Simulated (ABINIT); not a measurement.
Set up this calculation in ABINIT 10.8.3 (patched build), as the native input.

```
Task                : single point
Functional          : r2SCAN
Potentials or basis : JTH PAW PBE v2.0
Cutoff              : 762 eV
k mesh              : 4 × 4 × 4
Occupations         : fermi-dirac, width 0.05 eV
Spin                : no spin polarisation
Fine-grid cutoff    : 1360.57 eV
```

The system is KTaO3.

```
Ta K O
1.0
     3.98830    0.00000    0.00000
     0.00000    3.98830    0.00000
     0.00000    0.00000    3.98830
Ta K O
1 1 3
Direct
  0.00000 0.00000 0.00000
  0.50000 0.50000 0.50000
  0.00000 0.00000 0.50000
  0.00000 0.50000 0.00000
  0.50000 0.00000 0.00000
```

The input as run:

run.abi

```
# Pseudopotentials
pp_dirpath "./"
pseudos "Ta.GGA_PBE-JTH.xml, K.GGA_PBE-JTH.xml, O.GGA_PBE-JTH.xml"

# Structure
acell 3.9883 3.9883 3.9883 Angstrom
rprim
     1.0000000000     0.0000000000     0.0000000000
     0.0000000000     1.0000000000     0.0000000000
     0.0000000000     0.0000000000     1.0000000000
ntypat 3
znucl 73 19 8
natom 5
typat 1 2 3 3 3
xred
     0.0000000000     0.0000000000     0.0000000000
     0.5000000000     0.5000000000     0.5000000000
     0.0000000000     0.0000000000     0.5000000000
     0.0000000000     0.5000000000     0.0000000000
     0.5000000000     0.0000000000     0.0000000000

# Plane-wave basis
ecut 28.0
pawecutdg 50.0

# k points
kptopt 1
ngkpt 4 4 4
nshiftk 1
shiftk 0.0 0.0 0.0

# Exchange and correlation
ixc -497498
usekden 1
pawxcdev 0

# Bands and occupations
nband 24
occopt 3
tsmear 0.05 eV

# SCF cycle
nstep 100
tolvrs 1.0e-7

# Output
iomode 3
prtwf 0
prtden 0
prteig 0
prtebands 0
```

Potentials or basis: JTH PAW PBE v2.0.

Launch:

```console
$ abinit run.abi > log 2>&1
```

Results of the run:

| Quantity | Value |
| --- | --- |
| Pressure | -0.1 GPa |
| Band gap on the k mesh | 2.60 eV, indirect (least direct gap 3.25 eV) |

Caveat: the PAW data sets were made with another functional, which shifts forces and pressure a little; spin-orbit coupling is left out, which moves the levels of the heavy elements; the atomic spheres overlap.

Wall time 98 s on 1 thread of Arm Neoverse V1 (shared host), peak memory 0.18 GiB.
